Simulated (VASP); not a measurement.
Here is a VASP 6.6.1 calculation.

File INCAR:

```
  ALGO = Fast
  EDIFF = 1E-7
  ENCUT = 520
  GGA = AM
  ISIF = 2
  ISMEAR = -1
  LASPH = T
  LCHARG = F
  LMAXMIX = 4
  LREAL = F
  LWAVE = F
  NELM = 80
  PREC = Accurate
  SIGMA = 0.05
```

The input KPOINTS:

```
k-points
0
Gamma
  10 10 5
```

POSCAR

```
Hf
1.0
    3.1967000000      0.0000000000      0.0000000000
   -1.5983500000      2.7684234083      0.0000000000
    0.0000000000      0.0000000000      5.0578000000
Hf
2
Direct
    0.6666666667      0.3333333333      0.7500000000
    0.3333333333      0.6666666667      0.2500000000
```

Contents of KPOINTS_OPT:

```
path GMKGALHA,LM,KH
10
line-mode
reciprocal
 0.0000000000  0.0000000000  0.0000000000  G
 0.5000000000  0.0000000000  0.0000000000  M

 0.5000000000  0.0000000000  0.0000000000  M
 0.3333333333  0.3333333333  0.0000000000  K

 0.3333333333  0.3333333333  0.0000000000  K
 0.0000000000  0.0000000000  0.0000000000  G

 0.0000000000  0.0000000000  0.0000000000  G
 0.0000000000  0.0000000000  0.5000000000  A

 0.0000000000  0.0000000000  0.5000000000  A
 0.5000000000  0.0000000000  0.5000000000  L

 0.5000000000  0.0000000000  0.5000000000  L
 0.3333333333  0.3333333333  0.5000000000  H

 0.3333333333  0.3333333333  0.5000000000  H
 0.0000000000  0.0000000000  0.5000000000  A

 0.5000000000  0.0000000000  0.5000000000  L
 0.5000000000  0.0000000000  0.0000000000  M

 0.3333333333  0.3333333333  0.0000000000  K
 0.3333333333  0.3333333333  0.5000000000  H
```

Potentials or basis: VASP PAW PBE potentials, release 64 (Hf_pv).

The run is started by

```bash
$ cat potpaw_PBE.64/Hf_pv/POTCAR > POTCAR
$ mpirun -np 1 vasp_std > vasp.out
```

Task: Estimate the band gap along the path.

Result: None (metal or under the smearing width).

Task: Estimate the pressure.

Result: -4.2 GPa.

Stress tensor (GPa, compression positive):
```
-4.04  0.00  0.00
 0.00 -4.04  0.00
 0.00  0.00 -4.56
```

Caveat: the PAW data sets were made with another functional, which shifts forces and pressure a little; spin-orbit coupling is left out, which moves the levels of the heavy elements.
